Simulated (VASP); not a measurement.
Crystal: TiSi2.

```xyz
6
Lattice="0.0000 4.1175 4.2629 2.3895 0.0000 4.2629 2.3895 4.1175 0.0000" Properties=species:S:1:pos:R:3 pbc="T T T"
Ti    3.5843    6.1763    6.3943
Ti    2.3895    4.1175    4.2629
Si    1.1948    3.3975    2.1314
Si    1.1948    0.7200    2.1314
Si    2.3895    1.3387    4.2629
Si    2.3895    6.8963    4.2629
```

The cell is a database's computed one.

Base run:

```yaml
Program: VASP 6.6.1
Functional: PBEsol
Potentials_or_basis: VASP PAW PBE potentials, release 64 (Ti_sv, Si)
Cutoff: 520 eV
k_mesh: 7 × 7 × 7
Occupations: fermi-dirac, width 0.05 eV
Spin: no spin polarisation
```

Its results: pressure -1.8 GPa; largest force 0.049 eV/Å.

Task: The run is repeated on the same cell with these changes: functional from PBEsol to LAK. What comes out?

Result: Pressure 1.7 GPa; largest force 0.086 eV/Å.

Caveats: the PAW data sets were made with another functional, which shifts forces and pressure a little.

Not every run made on this cell is shown here.
